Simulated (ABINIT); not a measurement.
## AgCl in ABINIT: convergence with tolvrs

Input of the first run (tolvrs 0.01); the others differ in this setting and in those tied to it:

Contents of run.abi:

```
# Pseudopotentials
pp_dirpath "./"
pseudos "47_Ag_19_1.9_2.5_pbe_n_v1.0.psp8, 17_Cl_7_1.9_1.9_pbe_n_v1.0.psp8"

# Structure
acell 3.433973 3.433973 3.433973 Angstrom
rprim
     1.0000000000     0.0000000000     0.0000000000
     0.0000000000     1.0000000000     0.0000000000
     0.0000000000     0.0000000000     1.0000000000
ntypat 2
znucl 47 17
natom 2
typat 1 2
xred
     0.0000000000     0.0000000000     0.0000000000
     0.5000000000     0.5000000000     0.5000000000

# Plane-wave basis
ecut 598.650497 eV

# k points
kptopt 1
ngkpt 8 8 8
nshiftk 1
shiftk 0.0 0.0 0.0

# Exchange and correlation
ixc 11

# Bands and occupations
nband 17
occopt 6
tsmear 0.05 eV

# SCF cycle
nstep 100
tolvrs 0.01

# Output
iomode 3
prtwf 0
prtden 0
prteig 0
prtebands 0
enunit 2
```

Potentials or basis: SPMS NC PBE v1.0.

Run with:

```bash
$ abinit run.abi > log 2>&1
```

Measurements of this composition are mostly on another form, of space group No. 225.

Hardware: 1 thread of Arm Neoverse V1, on a shared host.

```tsv
tolvrs	energy less the tightest run (meV/atom)	pressure (GPa)	SCF cycles	CPU time (s)	peak memory (GiB)
0.01	0.00	-0.16	5	14	0.07
0.001	0.00	-0.16	5	14	0.07
0.0001	0.00	-0.20	6	15	0.07
1e-05	0.00	-0.20	6	15	0.07
1e-06	0.00	-0.20	6	15	0.07
1e-08	0.00	-0.19	8	19	0.07
1e-10	0.00	-0.19	9	21	0.07
1e-13	0.00	-0.19	10	23	0.07
```

Against the tightest run, the energy stays within 1 meV/atom from 0.01 on; the pressure stays within 0.1 GPa from 0.01 on. The tightest run that finished is the yardstick and may itself not be fully converged.
